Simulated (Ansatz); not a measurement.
The system is Te.

```
Te
1.0
     4.45400    0.00000    0.00000
    -2.22700    3.85728    0.00000
     0.00000    0.00000    5.92400
Te
3
Direct
  0.73100 0.73100 0.00000
  0.00000 0.26900 0.66667
  0.26900 0.00000 0.33333
```

| Property | Result |
| --- | --- |
| Program | Ansatz 0.2.0 |
| Task | single point |
| Functional | PBEsol |
| Potentials or basis | all-electron LAPW, scalar-relativistic |
| Cutoff | 234 eV (chosen from the basis error) |
| Basis error allowed | 0.001 eV/atom |
| k mesh | 7 × 7 × 5 |
| Occupations | fermi-dirac, width 0.05 eV |
| Spin | no spin polarisation |

On this cell: pressure -0.9 GPa; largest force 0.100 eV/Å; band gap on the k mesh 0.60 eV, indirect (least direct gap 0.77 eV).

The same run follows on a disturbed copy (atoms moved at random, drawn with an rms of 0.05 Å):

```xyz
3
Lattice="4.4540 0.0000 0.0000 -2.2270 3.8573 0.0000 0.0000 0.0000 5.9240" Properties=species:S:1:pos:R:3 pbc="T T T"
Te    1.6178    2.8015   -0.0059
Te   -0.5910    1.0740    3.9915
Te    1.1950    0.0424    1.9730
```

Task: What does the disturbed cell give?

Result: The energy moves by +1.3 meV/atom; pressure -1.3 GPa; largest force 0.189 eV/Å; band gap on the k mesh 0.45 eV, indirect (least direct gap 0.69 eV).

Forces on the atoms (eV/Å):
```
Te  -0.008  0.044  0.121
Te  -0.045  0.019 -0.183
Te   0.053 -0.063  0.062
```

Stress tensor (GPa, compression positive):
```
-1.29 -0.11 -0.04
-0.11 -1.35 -0.14
-0.04 -0.14 -1.15
```

Caveats: spin-orbit coupling is left out, which moves the levels of the heavy elements; an odd mesh through Γ misses points on the zone boundary, where band edges often lie.
